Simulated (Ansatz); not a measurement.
# Does disorder add resistance in series? Ir(111) layers with 12.5 % Mo

Two lengths of the disordered region are known. What area resistance does the third give?

Set-up. Ansatz 0.2.0, plane waves with PAW datasets at their recommended cutoffs (420 eV for most), Fermi-Dirac smearing; ballistic transmission by layer matching. The area resistance is RA = A (h/2e²)(1/T − 1/N), with T the zone-mean transmission per spin and N the lead's channels, both averaged over a few energies near the Fermi level; for magnets each spin is taken apart, with h/e², and the two conduct in parallel. Lateral cell 2x2, PBE, a fresh random draw for each length.

The runs, with one result withheld:

| length (Å) | channels N | RA (fΩ m²) |
| --- | --- | --- |
| 8.87 | 5.980 | 0.343 |
| 17.7 | 6.007 | 0.490 |
| 26.6 | 5.940 | ? |

Worked fit:

Ohm's law makes RA linear in the length: the slope is (0.490 − 0.343)/(17.7 − 8.87) = 0.0166 fΩ m² per Å, or 17 µΩ cm. Then 0.490 + 0.0166 × 8.87. Predicted: 0.638 fΩ m².

Check against the run:

0.759 fΩ m², so the prediction is 16 % too low. The three lengths together give 23 µΩ cm. Single draws scatter, and the lead's own channel count shifts by 1.1 % between the runs, which moves RA too; these runs don't part the causes of the miss, and leave the question open.

**Limits.** The scatterers repeat sideways with the small cell. The slope is a raw one; a model of isotropic scattering puts it 1.02 times the bulk value over these lengths. Atoms sit unrelaxed on the host's lattice, and the pair may not mix at random in practice. Spin-orbit coupling is left out, which matters for Ir.
